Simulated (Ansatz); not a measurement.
## Ba6HfO8: Coordination and ¹⁷O quadrupole coupling

Cell: a computed structure from the Materials Project (it need not be an observed phase), atoms as given.

```
CELL_PARAMETERS angstrom
0.00000 5.44163 5.44163
5.44163 0.00000 5.44163
5.44163 5.44163 0.00000
ATOMIC_POSITIONS crystal
Ba 0.50000 0.00000 0.00000
Ba 0.50000 0.00000 0.50000
Ba 0.00000 0.00000 0.50000
Ba 0.50000 0.50000 0.00000
Ba 0.00000 0.50000 0.00000
Ba 0.00000 0.50000 0.50000
Hf 0.00000 0.00000 0.00000
O 0.80155 0.19845 0.19845
O 0.25000 0.25000 0.25000
O 0.19845 0.80155 0.19845
O 0.19845 0.19845 0.80155
O 0.80155 0.80155 0.19845
O 0.80155 0.19845 0.80155
O 0.75000 0.75000 0.75000
O 0.19845 0.80155 0.80155
```

Sites (sets of like atoms) are named by element and the number of their first atom in this list.

Level of theory: DFT, r2SCAN, plane waves and PAW, scalar-relativistic, 500 eV cutoff, Γ-centred 4×4×4 k-points, Fermi–Dirac smearing 0.02 eV (Ansatz 0.2.0).

Q(¹⁷O) = -25.58 mb.

Task: Order the O environments from the weakest to the strongest quadrupole coupling.
A. O8: 1 Hf at 2.16 Å; also 4 Ba at 2.78 Å
B. O9: 6 Ba at 2.72 Å

Result: B (0 MHz, η = –), A (0.958 MHz, η = 0.00).

An axis of threefold or higher order runs through O8, so V_zz lies along it and η is zero. O9 sits on a cubic site, where every gradient vanishes.

Without spin–orbit coupling the gradients at and beside Hf can be off by some per cent, at some sites by more.
